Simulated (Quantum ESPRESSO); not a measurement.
# Ag: equation of state with PBE

The system is Ag.

```
Ag
1.0
     0.00000    2.04275    2.04275
     2.04275    0.00000    2.04275
     2.04275    2.04275    0.00000
Ag
1
Direct
  0.00000 0.00000 0.00000
```

- Program: Quantum ESPRESSO 7.5
- Task: equation of state
- Functional: PBE
- Potentials or basis: GBRV 1.5 PBE
- Cutoff: 612 eV
- Density cutoff: 4898 eV
- k mesh: 11 × 11 × 11
- Occupations: fermi-dirac, width 0.05 eV
- Spin: no spin polarisation

- Equilibrium volume: 17.83 Å³/atom
- Bulk modulus: 91 GPa
- Pressure derivative of the bulk modulus: 6.1 (rough: it moves with the points fitted)

Energy against volume, from the lowest point:
```
volume (Å³/atom)  energy (meV/atom)
          16.025              65.98
          16.366              41.26
          16.707              22.99
          17.048              10.50
          17.389               3.09
          17.730               0.00
          18.071               0.76
```

All runs of the series together: 46 s on 1 thread of Arm Neoverse V2, on a shared host.

PBE usually gives volumes a little too large and moduli too small. Zero-point motion and thermal expansion aren't in these numbers.
